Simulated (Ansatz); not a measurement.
Crystal: Yb.

```
Yb
1.0
     3.87990    0.00000    0.00000
    -1.93995    3.36009    0.00000
     0.00000    0.00000    6.38590
Yb
2
Direct
  0.66667 0.33333 0.75000
  0.33333 0.66667 0.25000
```

This isn't the form of Yb at room conditions, which is fcc.

* Program: Ansatz 0.2.0
* Task: relaxation of cell and atoms
* Functional: BLYP
* Potentials or basis: all-electron LAPW, scalar-relativistic
* Basis error allowed: 0.001 eV/atom
* k mesh: 6 × 6 × 3
* Occupations: fermi-dirac, width 0.05 eV
* Spin: collinear spin, ferromagnetic start
* Starting moments: [1.0, 1.0] μB

At the start: volume 41.63 Å³/atom.

Task: Where does the relaxation end?

Result: Over 6 steps the energy falls by 23.9 meV/atom and the volume is 36.98 Å³/atom (-11.2 %); space group P6_3/mmc (No. 194, to 0.05 Å); moment 0.00 μB per cell.

The path:
| step | energy change (eV) | largest force (eV/Å) | volume (Å³) |
| --- | --- | --- | --- |
| 1 | 0.0000 | 0.0000 | 83.25 |
| 2 | -0.0257 | 0.0000 | 80.05 |
| 3 | -0.0459 | 0.0000 | 72.47 |
| 4 | -0.0478 | 0.0000 | 74.23 |
| 5 | -0.0479 | 0.0000 | 73.97 |
| 6 | -0.0479 | 0.0000 | 73.97 |

Final structure:
```
CELL_PARAMETERS angstrom
3.75747 0.00000 0.00000
-1.87873 3.25406 0.00000
0.00000 0.00000 6.04956
ATOMIC_POSITIONS crystal
Yb 0.66667 0.33333 0.75000
Yb 0.33333 0.66667 0.25000
```

Caveat: the k mesh is thin for a metal, which can move the energy by tens of meV per atom; an open f shell can end in a state above the lowest; the starting moments weren't kept.
